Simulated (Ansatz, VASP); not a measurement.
Be16H (a cell with a defect): VASP beside Ansatz

```
Be H
1.0
    -2.29000   -3.96640    0.00000
     3.43500   -1.98320    0.00000
     0.00000    0.00000    7.17686
Be H
16 1
Direct
  0.74952 0.49597 0.99781
  0.49216 0.33960 0.24653
  0.74959 0.50795 0.50338
  0.49899 0.33494 0.74978
  0.49897 0.99895 0.00054
  0.24936 0.83252 0.24959
  0.49215 0.99460 0.50387
  0.24948 0.83202 0.75316
  0.24951 0.50177 0.99715
  0.00669 0.33924 0.24651
  0.24935 0.50169 0.50080
  0.99996 0.33506 0.74981
  0.99999 0.99883 0.00051
  0.74955 0.82573 0.24699
  0.00664 0.99500 0.50390
  0.74949 0.83792 0.75244
  0.74879 0.16689 0.37482
```

Alike in both runs: functional PBE; k mesh 5 × 5 × 3; occupations fermi-dirac, width 0.15 eV; no spin polarisation.

Ansatz relaxed the structure, and its values are those at the end. VASP's run is a single point on that final structure, the one shown.

|  | VASP | Ansatz |
| --- | --- | --- |
| version | VASP 6.6.1 | Ansatz 0.2.0 |
| potentials or method | VASP PAW PBE potentials, release 64 (Be, H) | scalar-relativistic, plane waves, PAW |
| plane-wave cutoff (eV) | 520 | 420 |
| valence electrons in the cell | 33 | 33 |

|  | VASP | Ansatz | Ansatz less VASP |
| --- | --- | --- | --- |
| rms of the force components (eV/Å) | 0.006 | 0.006 | 0.0000 |

With one functional, cell and mesh, what is left measures potentials, basis and numerics.
